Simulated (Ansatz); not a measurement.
Runs of Ansatz 0.2.0 on Bi2Se3 (Paraguanajuatite). Symmetry: R-3m, No. 166, trigonal system. Conventional cell: a = 4.143 Å, b = 4.143 Å, c = 28.636 Å, α = 90.00°, β = 90.00°, γ = 120.00°. Around Bi (site symmetry 3m) lie 6 Se at 2.85 to 3.07 Å. Se (site symmetry 3m) is surrounded by 3 Bi at 2.85 Å. Around Se (site symmetry -3m) lie 6 Bi at 3.07 Å. 

```tsv
potentials or basis	cutoff (eV)	basis error allowed	gap on the mesh (eV)	pressure (GPa)	largest force (eV/Å)
all-electron LAPW, inner shells corrected to Dirac's equation	207	0.002 eV/atom	0.22	2.6	0.16
all-electron LAPW, point nuclei	207	0.002 eV/atom	0.22	2.6	0.16
all-electron LAPW, scalar-relativistic	207	0.002 eV/atom	0.22	2.6	0.16
all-electron PAW datasets made for the crystal	240	-	0.22	2.6	0.16
all-electron LAPW, non-relativistic	207	0.002 eV/atom	0.23	4.9	(a)
```

Alike in all rows: task single point; level PBE; no spin polarisation; cell as given; k mesh 8 × 8 × 8; smearing fermi-dirac 0.05 eV.

Question: Estimate the missing entries.

Answer: (a) 0.58.

Caveats: spin-orbit coupling is left out, which as a rule narrows the gap of such compounds by several tenths of an eV; relativity is left out, which matters for the heavier elements (some runs).

A k mesh can miss the band edges, and the runs leave out spin-orbit coupling on Bi, Se.

The runs don't all hold the same shells in valence.
